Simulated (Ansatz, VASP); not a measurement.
**Two plane-wave programs on SiO2**

```
CELL_PARAMETERS angstrom
4.09842 0.00000 0.00000
0.00000 4.09842 0.00000
0.00000 0.00000 2.82299
ATOMIC_POSITIONS crystal
Si 0.50000 0.50000 0.50000
Si 0.00000 0.00000 0.00000
O 0.69443 0.69443 0.00000
O 0.19443 0.80557 0.50000
O 0.30557 0.30557 0.00000
O 0.80557 0.19443 0.50000
```

Alike in both runs: task single point; functional LDA; k mesh 6 × 6 × 10; occupations gaussian, width 0.05 eV; no spin polarisation.

|  | VASP | Ansatz |
| --- | --- | --- |
| version | VASP 6.6.1 | Ansatz 0.2.0 |
| potentials or method | VASP PAW LDA potentials, release 64 (Si, O) | scalar-relativistic, plane waves, PAW |
| plane-wave cutoff (eV) | 520 | 520 |
| valence electrons in the cell | 32 | 32 |

```tsv
	VASP	Ansatz	Ansatz less VASP
gap on the k mesh at the Fermi level (eV)	4.96	4.96	-0.002
least direct gap on the mesh (eV)	4.96	4.96	-0.002
pressure (GPa)	-10.9	-11.9	-0.95
largest component of the traceless stress (GPa)	20.75	21.04	+0.285
rms of the force components (eV/Å)	0.125	0.123	-0.0015
```

Atom by atom the forces differ by 0.002 eV/Å (rms over components). Ansatz warned: «pseudo_functional_mismatch».

A k mesh can miss the band edges.
